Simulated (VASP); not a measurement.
Input of a VASP 6.6.1 run:

The input POSCAR:

```
BP
1.0
    0.0000000000      2.2690000000      2.2690000000
    2.2690000000      0.0000000000      2.2690000000
    2.2690000000      2.2690000000      0.0000000000
P B
1 1
Direct
    0.7500000000      0.7500000000      0.7500000000
    0.0000000000      0.0000000000      0.0000000000
```

Contents of INCAR.step1:

```
SYSTEM = BP
PREC = Accurate ; ENCUT = 520
EDIFF = 1E-5 ; ISMEAR = 0
SIGMA = 0.02 ; LREAL = .FALSE.
LASPH = .TRUE. ; NELM = 100
ALGO = Normal ; ISIF = 2
LWAVE = .TRUE. ; LCHARG = .FALSE.
NBANDS = 11 ; GGA = PE
KPAR = 4
```

Contents of INCAR.step2:

```
SYSTEM = BP
PREC = Accurate ; ENCUT = 520
EDIFF = 1E-6 ; ISMEAR = 0
SIGMA = 0.02 ; LREAL = .FALSE.
LASPH = .TRUE. ; NELM = 100
ALGO = Normal ; ISIF = 2
LWAVE = .FALSE. ; LCHARG = .FALSE.
GGA = PE ; LHFCALC = .TRUE.
HFSCREEN = 0.3 ; PRECFOCK = Fast
NBANDS = 11 ; ISTART = 1
KPAR = 4
```

The input KPOINTS:

```
Automatic mesh
0
G
  8 8 8
  0 0 0
```

KPOINTS_OPT

```
path GXWKGLUWLK,UX
12
line-mode
reciprocal
 0.0000000000  0.0000000000  0.0000000000  G
 0.5000000000  0.0000000000  0.5000000000  X

 0.5000000000  0.0000000000  0.5000000000  X
 0.5000000000  0.2500000000  0.7500000000  W

 0.5000000000  0.2500000000  0.7500000000  W
 0.3750000000  0.3750000000  0.7500000000  K

 0.3750000000  0.3750000000  0.7500000000  K
 0.0000000000  0.0000000000  0.0000000000  G

 0.0000000000  0.0000000000  0.0000000000  G
 0.5000000000  0.5000000000  0.5000000000  L

 0.5000000000  0.5000000000  0.5000000000  L
 0.6250000000  0.2500000000  0.6250000000  U

 0.6250000000  0.2500000000  0.6250000000  U
 0.5000000000  0.2500000000  0.7500000000  W

 0.5000000000  0.2500000000  0.7500000000  W
 0.5000000000  0.5000000000  0.5000000000  L

 0.5000000000  0.5000000000  0.5000000000  L
 0.3750000000  0.3750000000  0.7500000000  K

 0.6250000000  0.2500000000  0.6250000000  U
 0.5000000000  0.0000000000  0.5000000000  X
```

Potentials or basis: VASP PAW PBE potentials, release 64 (P, B).

Run with:

```bash
$ cat potpaw_PBE.64/P/POTCAR potpaw_PBE.64/B/POTCAR > POTCAR
$ cp INCAR.step1 INCAR
$ mpirun -np 4 vasp_std > vasp.out
$ cp INCAR.step2 INCAR
$ mpirun -np 4 vasp_std > vasp.out
```

Task: Predict the band gap on the k mesh.

Result: 1.82 eV, indirect (least direct gap 4.15 eV).

Task: What does it give for the band gap along the path?

Result: 1.78 eV, indirect (least direct gap 4.15 eV).

Task: Estimate the pressure.

Result: -1.9 GPa.

Levels at the corners of the path, in eV from the valence-band top:
| point | band 1 | band 2 | band 3 | band 4 | band 5 | band 6 | band 7 | band 8 |
| --- | --- | --- | --- | --- | --- | --- | --- | --- |
| Γ | -16.98 | 0.00 | 0.00 | 0.00 | 4.15 | 4.15 | 4.15 | 8.46 |
| X | -11.60 | -9.48 | -4.47 | -4.47 | 1.88 | 2.22 | 13.57 | 13.57 |
| X | -11.60 | -9.48 | -4.47 | -4.47 | 1.88 | 2.22 | 13.57 | 13.57 |
| W | -11.31 | -8.92 | -6.12 | -5.90 | 6.13 | 7.56 | 8.30 | 8.49 |
| W | -11.31 | -8.92 | -6.12 | -5.90 | 6.13 | 7.56 | 8.30 | 8.49 |
| K | -11.62 | -9.02 | -6.72 | -3.80 | 2.75 | 6.84 | 10.98 | 11.91 |
| K | -11.62 | -9.02 | -6.72 | -3.80 | 2.75 | 6.84 | 10.98 | 11.91 |
| Γ | -16.98 | 0.00 | 0.00 | 0.00 | 4.15 | 4.15 | 4.15 | 8.46 |
| Γ | -16.98 | 0.00 | 0.00 | 0.00 | 4.15 | 4.15 | 4.15 | 8.46 |
| L | -13.33 | -9.89 | -1.91 | -1.91 | 4.53 | 5.51 | 5.51 | 11.14 |
| L | -13.33 | -9.89 | -1.91 | -1.91 | 4.53 | 5.51 | 5.51 | 11.14 |
| U | -11.62 | -9.02 | -6.72 | -3.80 | 2.75 | 6.84 | 10.98 | 11.91 |
| U | -11.62 | -9.02 | -6.72 | -3.80 | 2.75 | 6.84 | 10.98 | 11.91 |
| W | -11.31 | -8.92 | -6.12 | -5.90 | 6.13 | 7.56 | 8.30 | 8.49 |
| W | -11.31 | -8.92 | -6.12 | -5.90 | 6.13 | 7.56 | 8.30 | 8.49 |
| L | -13.33 | -9.89 | -1.91 | -1.91 | 4.53 | 5.51 | 5.51 | 11.14 |
| L | -13.33 | -9.89 | -1.91 | -1.91 | 4.53 | 5.51 | 5.51 | 11.14 |
| K | -11.62 | -9.02 | -6.72 | -3.80 | 2.75 | 6.84 | 10.98 | 11.91 |
| U | -11.62 | -9.02 | -6.72 | -3.80 | 2.75 | 6.84 | 10.98 | 11.91 |
| X | -11.60 | -9.48 | -4.47 | -4.47 | 1.88 | 2.22 | 13.57 | 13.57 |

Caveat: the PAW data sets were made with another functional, which shifts forces and pressure a little.
